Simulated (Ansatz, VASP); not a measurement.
# One calculation of Rh, two programs

Contents of INCAR:

```
SYSTEM = Rh
PREC = Accurate
ENCUT = 520
EDIFF = 1E-6
ISMEAR = -1
SIGMA = 0.1
LREAL = .FALSE.
LASPH = .TRUE.
NELM = 100
ALGO = Normal
ISIF = 2
LWAVE = .FALSE.
LCHARG = .FALSE.
GGA = PS
NBANDS = 14
```

The input KPOINTS:

```
regular mesh
0
G
  16 16 16
  0 0 0
```

The input POSCAR:

```
Rh
1.0
   -1.4948072866      1.4948072866      1.4948072866
    1.4948072866     -1.4948072866      1.4948072866
    1.4948072866      1.4948072866     -1.4948072866
Rh
1
Direct
    0.0000000000      0.0000000000      0.0000000000
```

Input for Ansatz:

```yaml
crystal:
  lattice:
    - [-1.4948072866, 1.4948072866, 1.4948072866]
    - [1.4948072866, -1.4948072866, 1.4948072866]
    - [1.4948072866, 1.4948072866, -1.4948072866]
  atoms:
    - { symbol: Rh, position: [0.0, 0.0, 0.0] }
hamiltonian:
  xc: pbesol
  pseudopotentials:
    kind: paw
    azcp:
      Rh: "pseudopotentials/Rh.paw.azcp"
basis:
  ecutwfc: 420
  fft_grid_basis: typed
kpoints:
  mp_grid: { grid: [16, 16, 16], shift: [0, 0, 0] }
magnetization:
  spin_polarized: false
scf:
  occupations: { method: fermi_dirac, width: 0.1 }
  lower_state_search: "off"
output:
  stress: true
```

Alike in both runs: task single point; functional PBEsol; k mesh 16 × 16 × 16; occupations fermi-dirac, width 0.1 eV; no spin polarisation.

|  | VASP | Ansatz |
| --- | --- | --- |
| version | VASP 6.6.1 | Ansatz 0.2.0 |
| potentials or method | VASP PAW PBE potentials, release 64 (Rh_pv) | plane waves (420 eV) with PAW, scalar-relativistic |
| plane-wave cutoff (eV) | 520 | 420 |
| valence electrons in the cell | 15 | 17 |

Ansatz gave:

```
pressure (GPa) : 12.1
```

Question: Which values does VASP return?

Answer: Pressure (GPa): 12.0.

With one functional, cell and mesh, what is left measures potentials, basis and numerics. The two sets of potentials don't hold the same shells in valence. Ansatz warned: «pseudo_functional_mismatch».

Caveats: the PAW data sets were made with another functional, which shifts forces and pressure a little (VASP).
